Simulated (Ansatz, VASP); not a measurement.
**Al2Au in VASP and in Ansatz**

```
CELL_PARAMETERS angstrom
0.00000 3.00000 3.00000
3.00000 0.00000 3.00000
3.00000 3.00000 0.00000
ATOMIC_POSITIONS crystal
Au 0.00000 0.00000 0.00000
Al 0.75000 0.75000 0.75000
Al 0.25000 0.25000 0.25000
```

Alike in both runs: task relaxation of cell and atoms; functional PBEsol; k mesh 8 × 8 × 8; occupations fermi-dirac, width 0.05 eV; no spin polarisation.

|  | VASP | Ansatz |
| --- | --- | --- |
| version | VASP 6.6.1 | Ansatz 0.2.0 |
| potentials or method | VASP PAW PBE potentials, release 64 (Au, Al) | Ansatz PAW |
| plane-wave cutoff (eV) | 600 | 420 |
| valence electrons in the cell | 17 | 25 |

|  | VASP | Ansatz | Ansatz less VASP |
| --- | --- | --- | --- |
| gap on the k mesh at the Fermi level, each at its own relaxed structure (eV) | none | none | - |
| relaxed volume (Å³/atom) | 18.00 | 18.01 | +0.012 |
| relaxed cell length with the largest relative difference (Å) | 4.243 | 4.244 | +0.0009 |

A gap of «none» marks a metal or a gap that the smearing closes. The two sets of potentials don't hold the same shells in valence.

Caveats: the relaxation stopped at its first step, so nothing moved (VASP); the PAW data sets were made with another functional, which shifts forces and pressure a little (VASP); the plane-wave basis is chosen anew once the cell has moved, so the energies of steps on either side of that aren't comparable (Ansatz); the PAW data sets come from PBE, with cores solved anew for the run's functional, which leaves a small shift of forces and pressure (Ansatz). The runs have no spin-orbit coupling, so splittings on Au are missing.
